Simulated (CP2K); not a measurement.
**MgS (Niningerite) under changes of volume**

One of the cells (17.609 Å³/atom); the others are scaled copies at fixed shape and fractional positions:

```
CELL_PARAMETERS angstrom
3.67929 0.00000 0.00000
1.83964 3.18636 0.00000
1.83964 1.06212 3.00413
ATOMIC_POSITIONS crystal
S 0.50000 0.50000 0.50000
Mg 0.00000 0.00000 0.00000
```

```yaml
Program: CP2K 2026.2
Functional: PBE
Potentials_or_basis: POTENTIAL_UZH S GTH-PBE-q6, Mg GTH-PBE-q10; TZVP-MOLOPT-PBE-GTH basis
Density_cutoff: 19048 eV
k_mesh: 9 × 9 × 9
Occupations: fermi-dirac, width 0.05 eV
Spin: no spin polarisation
```

```tsv
volume (Å³/atom)	energy over the lowest point (meV/atom)	pressure (GPa)	gap on the mesh (eV)
16.553	37.83	8.6	2.98
16.905	21.37	6.5	2.94
17.257	12.86	4.4	2.89
17.609	5.08	2.7	2.85
17.962	0.91	1.1	2.81
18.314	0.00	-0.3	2.76
18.666	?	?	?
```

Question: What does the run at 18.666 Å³/atom give?

Answer: Energy over the lowest point 2.04 meV/atom; pressure -1.6 GPa; gap on the mesh 2.72 eV.

Worked out: A Birch-Murnaghan fit of order 3 (a polynomial in V^(-2/3)) to the other rows has its minimum at 18.50 Å³/atom, just outside them, with B0 = V·E''(V) = 30 GPa (rough, since the energies scatter). It gives -0.26 meV/atom at 18.666 Å³/atom, against the run's 2.04, and -dE/dV = -0.2 GPa, against -1.6. A straight line through the other rows of the gap, of slope -2.16 eV per unit of ln V, extrapolates to 2.72 eV, against the run's 2.72.

Energies are extrapolated to zero smearing.

Caveats: an odd mesh through Γ misses points on the zone boundary, where band edges often lie; the basis of atomic orbitals isn't converged, which shifts pressures, moduli and gaps; the real-space grid breaks the cell's symmetry a little (some runs).
